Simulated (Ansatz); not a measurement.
Input, command and steps of an Ansatz relaxation.

```yaml
crystal:
  lattice:
    - [4.0641345442, 0.0, 0.0]
    - [-2.0320672721, 3.5196437598, 0.0]
    - [0.0, 0.0, 4.2892722718]
  atoms:
    - { symbol: Ta, position: [0.0, 0.0, 0.5] }
    - { symbol: Ta, position: [0.3333333333, 0.6666666667, 0.0] }
    - { symbol: Ta, position: [0.6666666667, 0.3333333333, 0.0] }
    - { symbol: "N", position: [0.0, 0.0, 0.0] }
basis:
  ecutwfc: 500
kpoints:
  mp_grid: { grid: [6, 6, 4] }
hamiltonian:
  xc: r2scan
scf:
  occupations: { method: gaussian, width: 0.1 }
  lower_state_search: "off"
output:
  forces: true
  stress: true
  eigenvalues: true
relax:
  adjacent_minimum: "off"
  f_tol: 0.04
  max_steps: 70
  cell: { stress_tol: 0.4 }
```

```bash
ansatz run input.yaml --threads 1 --pin off --max-ram 2560MiB --backend cpu --events-out ev --progress --plain --runs-dir out
```

Theory: DFT r2SCAN, scalar-relativistic, plane waves, PAW (Ansatz).

Of 7 frames 7 are shown, positions in Å and forces in eV/Å; the SCF threshold varies from step to step. Steps run on the plane waves of an earlier cell, with a Pulay correction in the pressure. The basis is chosen afresh for the last frame, the zero of the energies, and at times for earlier ones too; energy and pressure step there, also at an unchanged geometry.

```xyz
4
Lattice="4.0641 0.0000 0.0000 -2.0321 3.5196 0.0000 0.0000 0.0000 4.2893" Properties=species:S:1:pos:R:3:forces:R:3 pbc="T T T" step=1 free_energy_over_end_meV_per_atom=359.68 pressure_GPa=18.12
Ta    0.0000    0.0000    2.1446    0.0000    0.0000    0.0000
Ta    0.0000    2.3464    0.0000    0.0000    0.0000    0.0000
Ta    2.0321    1.1732    0.0000    0.0000    0.0000    0.0000
N     0.0000    0.0000    0.0000    0.0000    0.0000    0.0000
4
Lattice="4.2623 0.0000 0.0000 -2.1311 3.6912 0.0000 0.0000 0.0000 4.2229" Properties=species:S:1:pos:R:3:forces:R:3 pbc="T T T" step=2 free_energy_over_end_meV_per_atom=166.55 pressure_GPa=2.01
Ta    0.0000    0.0000    2.1115    0.0000    0.0000    0.0000
Ta    0.0000    2.4608    0.0000    0.0000    0.0000    0.0000
Ta    2.1311    1.2304    0.0000    0.0000    0.0000    0.0000
N     0.0000    0.0000    0.0000    0.0000    0.0000    0.0000
4
Lattice="4.3688 0.0000 0.0000 -2.1844 3.7835 0.0000 0.0000 0.0000 4.0133" Properties=species:S:1:pos:R:3:forces:R:3 pbc="T T T" step=3 free_energy_over_end_meV_per_atom=34.88 pressure_GPa=3.10
Ta    0.0000    0.0000    2.0066    0.0000    0.0000    0.0000
Ta    0.0000    2.5223    0.0000    0.0000    0.0000    0.0000
Ta    2.1844    1.2612    0.0000    0.0000    0.0000    0.0000
N     0.0000    0.0000    0.0000    0.0000    0.0000    0.0000
4
Lattice="4.4903 0.0000 0.0000 -2.2452 3.8887 0.0000 0.0000 0.0000 3.8442" Properties=species:S:1:pos:R:3:forces:R:3 pbc="T T T" step=4 free_energy_over_end_meV_per_atom=10.95 pressure_GPa=4.95
Ta    0.0000    0.0000    1.9221    0.0000    0.0000    0.0000
Ta    0.0000    2.5925    0.0000    0.0000    0.0000    0.0000
Ta    2.2452    1.2962    0.0000    0.0000    0.0000    0.0000
N     0.0000    0.0000    0.0000    0.0000    0.0000    0.0000
4
Lattice="4.4902 0.0000 0.0000 -2.2451 3.8886 0.0000 0.0000 0.0000 3.9085" Properties=species:S:1:pos:R:3:forces:R:3 pbc="T T T" step=5 free_energy_over_end_meV_per_atom=1.85 pressure_GPa=0.47
Ta    0.0000    0.0000    1.9543    0.0000    0.0000    0.0000
Ta    0.0000    2.5924    0.0000    0.0000    0.0000    0.0000
Ta    2.2451    1.2962    0.0000    0.0000    0.0000    0.0000
N     0.0000    0.0000    0.0000    0.0000    0.0000    0.0000
4
Lattice="4.4984 0.0000 0.0000 -2.2492 3.8958 0.0000 0.0000 0.0000 3.9072" Properties=species:S:1:pos:R:3:forces:R:3 pbc="T T T" step=6 free_energy_over_end_meV_per_atom=1.76 pressure_GPa=-0.01
Ta    0.0000    0.0000    1.9536    0.0000    0.0000    0.0000
Ta    0.0000    2.5972    0.0000    0.0000    0.0000    0.0000
Ta    2.2492    1.2986    0.0000    0.0000    0.0000    0.0000
N     0.0000    0.0000    0.0000    0.0000    0.0000    0.0000
4
Lattice="4.4984 0.0000 0.0000 -2.2492 3.8958 0.0000 0.0000 0.0000 3.9072" Properties=species:S:1:pos:R:3:forces:R:3 pbc="T T T" step=7 free_energy_over_end_meV_per_atom=0.00 pressure_GPa=0.09
Ta    0.0000    0.0000    1.9536    0.0000    0.0000    0.0000
Ta    0.0000    2.5972    0.0000    0.0000    0.0000    0.0000
Ta    2.2492    1.2986    0.0000    0.0000    0.0000    0.0000
N     0.0000    0.0000    0.0000    0.0000    0.0000    0.0000
```

The start puts this composition into another compound's structure type, which needn't suit it. At the end the space group is P6/mmm (tolerance 0.05 Å).

It took 46 s on 1 thread of Intel(R) Xeon(R) Platinum 8488C (Sapphire Rapids) (shared host), peak memory 0.58 GiB.

The k mesh is coarse. Spin–orbit coupling is left out, which can shift energies with elements as heavy as these.